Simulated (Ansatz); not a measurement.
TaS2: frozen-core PAW against all-electron methods

```
Ta S
1.0
     3.32752    0.00000    0.00000
    -1.66376    2.88172    0.00000
     0.00000    0.00000    5.82067
Ta S
1 2
Cartesian
  0.0000 0.0000 0.0000
  0.0000 1.9211 1.4552
  1.6638 0.9606 4.3655
```

Atom numbers follow the list: Ta1, S2, S3.

The conventional cell has a = 3.328 Å, b = 3.328 Å, c = 5.821 Å, α = 90.00°, β = 90.00°, γ = 120.00°. Around Ta (atom 1) lie 6 S at 2.41 Å. S (atom 2) has 3 Ta at 2.41 Å as nearest neighbours.

The geometry is COD entry 1537360, unchecked; take it as a test cell. It differs from other determinations. The listed cell was then made from it by scaling, straining or moving an atom.

Spin polarisation is left out, and whether a magnetic state lies lower isn't shown here.

Spin–orbit coupling is left out, though it moves levels of the heavy atoms by tenths of an eV or more.

All numbers are computed: DFT, PBEsol, PAW with Ansatz's default frozen-core files, scalar-relativistic (Ansatz 0.2.0); DFT, PBEsol, all-electron PAW with datasets made for the crystal, scalar-relativistic (Ansatz 0.2.0); DFT, PBEsol, all-electron LAPW, scalar-relativistic (Ansatz 0.2.0).

For PAW: a Γ-centred 8×8×4 k mesh, Fermi–Dirac smearing of 0.02 eV, cutoff 420 eV, no spin polarisation; the PAW files were made with PBE, and the program remakes their frozen cores for this functional. The crystal-made all-electron datasets (AE datasets) take a cutoff of 420 eV at this cell. LAPW targets a basis error of 1 meV/atom. The Ansatz runs share mesh, smearing and spin set-up. Plane-wave (PAW) pressures include the program's estimate of the Pulay term.

Stress and pressure are positive in compression.

The change that made this cell: volume scaled by 0.98.

| quantity | PAW | AE datasets | LAPW |
| --- | --- | --- | --- |
| pressure (GPa) | 7.49 | 7.43 | 7.43 |
| stress xx (GPa) | 5.79 | 5.73 | 5.73 |
| stress zz (GPa) | 10.91 | 10.83 | 10.83 |
| force on S2, z (eV/Å) | 1.332 | 1.322 | 1.322 |

PAW's pressure differs from the LAPW value by +0.06 GPa.
